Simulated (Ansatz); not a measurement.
Band structure of InCuS2 (I-42d, 8 atoms in the cell).

```yaml
crystal:
  lattice:
    - [-2.81182, 2.81182, 5.66711]
    - [2.81182, -2.81182, 5.66711]
    - [2.81182, 2.81182, -5.66711]
  atoms:
    - { symbol: In, position: [0.50000, 0.50000, 0.00000] }
    - { symbol: In, position: [0.25000, 0.75000, 0.50000] }
    - { symbol: Cu, position: [0.75000, 0.25000, 0.50000] }
    - { symbol: Cu, position: [0.00000, 0.00000, 0.00000] }
    - { symbol: S, position: [0.87500, 0.90380, 0.52880] }
    - { symbol: S, position: [0.09620, 0.62500, 0.97120] }
    - { symbol: S, position: [0.37500, 0.34620, 0.47120] }
    - { symbol: S, position: [0.65380, 0.12500, 0.02880] }
```

Level of theory: PBE, PAW files (plane waves; Ansatz, an electronic-structure program).

Settings: basis.ecutwfc = 420 eV; kpoints.mp_grid.grid = 4 4 4; hamiltonian.xc = pbe; hamiltonian.pseudopotentials = {kind: paw} (the program's default PAW files); scf.occupations.method = gaussian; scf.occupations.width = 0.136 eV; kpoints.band_path.npoints = 8.

The starting cell comes from a database of computed structures (which also holds hypothetical and non-ambient phases and stackings), without a prior relaxation at this level. Its lattice was rescaled by a random factor within 2.5 % of one. Spin polarisation is off. The run gives no clean gap (levels at the Fermi energy touch, overlap or are partly filled at this smearing), which alone does not show that the compound is a metal.

Levels in eV from the Fermi level, bands 41 to 48:
| point | 41 | 42 | 43 | 44 | 45 | 46 | 47 | 48 |
|---|---|---|---|---|---|---|---|---|
| Γ | -1.34 | -0.17 | -0.07 | -0.07 | -0.05 | 2.07 | 2.11 | 3.85 |
| X | -0.73 | -0.73 | -0.43 | -0.43 | 1.08 | 1.08 | 3.40 | 3.40 |
| Y | -0.75 | -0.75 | -0.57 | -0.57 | 1.28 | 1.28 | 3.70 | 3.70 |
| S | -1.18 | -0.88 | -0.67 | -0.55 | 1.86 | 2.07 | 2.52 | 3.36 |
| Z | -1.02 | -1.02 | -0.75 | -0.75 | 1.70 | 1.70 | 2.09 | 2.09 |
| S1 | -1.18 | -0.88 | -0.67 | -0.55 | 1.86 | 2.07 | 2.52 | 3.36 |
| N | -1.13 | -1.02 | -0.86 | -0.46 | 1.83 | 2.24 | 3.24 | 3.79 |
| P | -0.72 | -0.72 | -0.57 | -0.57 | 1.29 | 1.29 | 3.22 | 3.22 |
| Y1 | -0.75 | -0.75 | -0.57 | -0.57 | 1.28 | 1.28 | 3.70 | 3.70 |

Bands cross the Fermi level along this path, so the cell is metallic at this level.

Keys are those of Ansatz 0.2.
